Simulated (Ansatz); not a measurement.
# AlN under changes of volume

One of the cells (10.417 Å³/atom); the others are scaled copies at fixed shape and fractional positions:

```
Al N
1.0
     0.00000    2.18399    2.18399
     2.18399    0.00000    2.18399
     2.18399    2.18399    0.00000
Al N
1 1
Direct
  0.00000 0.00000 0.00000
  0.25000 0.25000 0.25000
```

Measurements of this composition are mostly on another form, of space group No. 186.

```yaml
Program: Ansatz 0.2.0
Functional: LDA
Potentials_or_basis: all-electron LAPW, scalar-relativistic
Cutoff: 378 eV (chosen from the basis error)
Basis_error_allowed: 0.001 eV/atom
k_mesh: 10 × 10 × 10
Occupations: fermi-dirac, width 0.05 eV
Spin: no spin polarisation
```

| volume (Å³/atom) | energy over the lowest point (meV/atom) | pressure (GPa) | gap on the mesh (eV) |
| --- | --- | --- | --- |
| 9.792 | 13.46 | 10.1 | 3.26 |
| 10.001 | 3.61 | 5.1 | 3.25 |
| 10.209 | 0.00 | 0.5 | 3.25 |
| 10.417 | 2.03 | -3.6 | 3.24 |
| 10.626 | ? | ? | ? |
| 10.834 | 20.91 | -10.7 | 3.22 |
| 11.042 | 36.86 | -13.8 | 3.21 |

Question: What does the run at 10.626 Å³/atom give?

Answer: Energy over the lowest point 9.15 meV/atom; pressure -7.3 GPa; gap on the mesh 3.23 eV.

Worked out: A Birch-Murnaghan fit of order 3 (a polynomial in V^(-2/3)) to the other rows has its minimum at 10.24 Å³/atom with B0 = V·E''(V) = 210 GPa and B' = 3.8. It gives 9.17 meV/atom at 10.626 Å³/atom, against the run's 9.15, and -dE/dV = -7.3 GPa, against -7.3. A straight line through the other rows of the gap, of slope -0.412 eV per unit of ln V, gives 3.23 eV, against the run's 3.23.

Energies are extrapolated to zero smearing.

A mesh can miss the band edges.
